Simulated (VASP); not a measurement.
A run of VASP 6.6.1 is set up as follows.

Contents of INCAR:

```
SYSTEM = Hf
PREC = Accurate ; ENCUT = 600
EDIFF = 1E-6 ; ISMEAR = 1
SIGMA = 0.1 ; LREAL = .FALSE.
LASPH = .TRUE. ; NELM = 60
ALGO = Normal ; ISIF = 3
LWAVE = .FALSE. ; LCHARG = .FALSE.
METAGGA = R2SCAN ; LMIXTAU = .TRUE.
IVDW = 12 ; VDW_S6 = 1.0
VDW_S8 = 0.78981345 ; VDW_A1 = 0.49484001
VDW_A2 = 5.73083694 ; IBRION = 2
NSW = 40 ; EDIFFG = -0.01
```

File KPOINTS:

```
regular mesh
0
G
  10 10 10
  0 0 0
```

The input POSCAR:

```
Hf
1.0
    0.0000000000      2.2200000000      2.2200000000
    2.2200000000      0.0000000000      2.2200000000
    2.2200000000      2.2200000000      0.0000000000
Hf
1
Direct
    0.0000000000      0.0000000000      0.0000000000
```

Potentials or basis: VASP PAW PBE potentials, release 64 (Hf_pv).

Command:

```console
$ cat potpaw_PBE.64/Hf_pv/POTCAR > POTCAR
$ mpirun -np 1 vasp_std > vasp.out
```

What does it give for the band gap on the k mesh?

None (metal or under the smearing width).

What does it give for the space group after relaxing (to 0.05 Å)?

Fm-3m (No. 225).

Predict the dispersion energy per atom.

-0.217 eV.

Final structure:
```xyz
1
Lattice="0.0000 2.2216 2.2216 2.2216 0.0000 2.2216 2.2216 2.2216 0.0000" Properties=species:S:1:pos:R:3 pbc="T T T"
Hf    0.0000    0.0000    0.0000
```

 The run has no spin-orbit coupling, so splittings on Hf are missing.
